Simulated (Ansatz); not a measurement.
**Fitting the RPBE+D4 energy curve of BAs**

Space group F-43m (No. 216). a = 4.777 Å, b = 4.777 Å, c = 4.777 Å, α = 90.00°, β = 90.00°, γ = 90.00°
| atom | site | symmetry | x | y | z |
| --- | --- | --- | --- | --- | --- |
| As | 4c | -43m | 0.2500 | 0.2500 | 0.2500 |
| B | 4a | -43m | 0.0000 | 0.0000 | 0.0000 |

The cell was scaled at fixed shape and fractions and run with Ansatz, Ansatz PAW, cutoff 420 eV; RPBE+D4, k mesh 10 × 10 × 10 on the cell of 2 atoms, fermi-dirac occupations of 0.05 eV, no spin polarisation, no spin-orbit coupling. The potentials were made for PBE. Energies are those that the program minimises, any entropy of the smearing included.

| V (Å³/atom) | energy over the lowest row (meV/atom) |
| --- | --- |
| 12.8087 | 4.24 |
| 13.0812 | 0.00 |
| 13.3537 | 1.08 |
| 13.6262 | 6.88 |
| 13.8988 | ? |
| 14.1713 | 30.77 |
| 14.4438 | 47.98 |

Q: Fit the third-order Birch-Murnaghan form, give V0, B0 and B′, and predict the energy left open.

A: With y = (V0/V)^(2/3), E = E0 + (9 V0 B0/16) [(y - 1)³ B′ + (y - 1)² (6 - 4y)]. Least squares through the rows shown give V0 = 13.1586 Å³/atom, E0 = -0.21 meV, B0 = 145.8 GPa (1 eV/Å³ = 160.218 GPa) and B′ = 4.46, with a largest miss of 0.01 meV. At V = 13.8988 the form with these constants gives 16.94 meV; the run gave 16.93 meV an atom. Measured volume: 13.62 Å³/atom at 300 K (arxiv:1906.04101), so the fit lies -3.4 % from it. Measured modulus: 148 GPa (arxiv:1911.11281, doi:10.1063/1.5116025), so the fit lies -1.5 % from it. The runs are for a static lattice.

The fit describes a stiff, smoothly anharmonic crystal, as expected for a tetrahedral network of short, strongly covalent B–As bonds with little ionic character. Compression raises the energy faster than equal expansion because Pauli repulsion grows steeply while the bonding weakens more gradually.

The volume, 3.4 % below the measured one, is unexpected, since RPBE by itself normally overexpands covalent solids. The dispersion term probably overcorrects here, adding attraction at bonded distances where the functional already describes much of the correlation. Zero-point and thermal expansion would shift the volume in the right direction, but probably account for only part of the gap in so stiff a lattice.

The close modulus is therefore weaker support than it looks. It belongs to a compressed equilibrium, and with B′ = 4.46 the same curve would be clearly softer at the measured volume, so the agreement probably rests on compensating errors. The accurate prediction at 13.8988 Å³/atom confirms the interpolation, not the functional's account of the bonding.
